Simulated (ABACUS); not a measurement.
## C: relaxation of cell and atoms with RPBE

Crystal: C.

```
C
1.0
     0.00000    1.78337    1.78337
     1.78337    0.00000    1.78337
     1.78337    1.78337    0.00000
C
2
Direct
  0.75000 0.75000 0.75000
  0.50000 0.50000 0.50000
```

This isn't the form of C at room conditions, which is graphite.

| Quantity | Value |
| --- | --- |
| Program | ABACUS 3.10.1 |
| Task | relaxation of cell and atoms |
| Functional | RPBE |
| Potentials or basis | PseudoDojo NC SR 0.5 PBE standard |
| Cutoff | 1116 eV |
| Density cutoff | 4463 eV |
| Basis | plane waves |
| k mesh | 10 × 10 × 10 |
| Occupations | fermi-dirac, width 0.05 eV |
| Spin | no spin polarisation |
| Optimiser | ASE BFGSLineSearch |
| Force threshold | 0.02 eV/Å |
| Max steps | 60 |
| Cell moves | yes |
| Radial cutoff of the potentials (pseudo_rcut) | 10 bohr |
| SCF threshold on the density | 1e-08 |
| Max SCF steps | 100 |
| Eigensolver | dav |
| Mixing | broyden |
| Mixing share | 0.7 |
| Symmetry key | 1 |
| Bands | 8 |

```
Relaxed volume                         : 5.73 Å³/atom
Relaxed cell                           : a = 2.530 Å, b = 2.530 Å, c = 2.530 Å, α = 60.00°, β = 60.00°, γ = 60.00°
Space group after relaxing (to 0.05 Å) : Fd-3m (No. 227)
Energy gained by relaxing              : 0.7 meV/atom
Ionic steps                            : 2
Pressure after relaxing                : -0.2 GPa
Band gap on the k mesh                 : 4.28 eV, indirect (least direct gap 5.61 eV)
```

The path:
```
step  energy change (eV)  largest force (eV/Å)  pressure (GPa)  volume (Å³)
   1              0.0000                0.0000            3.91        11.34
   2             -0.0014                0.0000           -0.24        11.45
```

Final structure:
```
CELL_PARAMETERS angstrom
0.00000 1.78908 1.78908
1.78908 0.00000 1.78908
1.78908 1.78908 0.00000
ATOMIC_POSITIONS crystal
C 0.75000 0.75000 0.75000
C 0.50000 0.50000 0.50000
```

Levels at points of the mesh, in eV from the valence-band top:
| k point | band 2 | band 3 | band 4 |
| --- | --- | --- | --- |
| (0.00, 0.00, 0.00) | 0.00 | 0.00 | 0.00 |
| (0.50, 0.50, 0.50) | -13.24 | -2.79 | -2.79 |
| (0.50, 0.50, 0.00) | -12.69 | -6.25 | -6.25 |

Wall time 3.3 s on 4 MPI ranks on Intel(R) Xeon(R) 6975P-C (Granite Rapids) (shared host), peak memory 0.36 GiB a rank.

Caveat: the potentials were made for another functional, which shifts forces and pressure. Zero-point motion and thermal expansion aren't in these numbers.
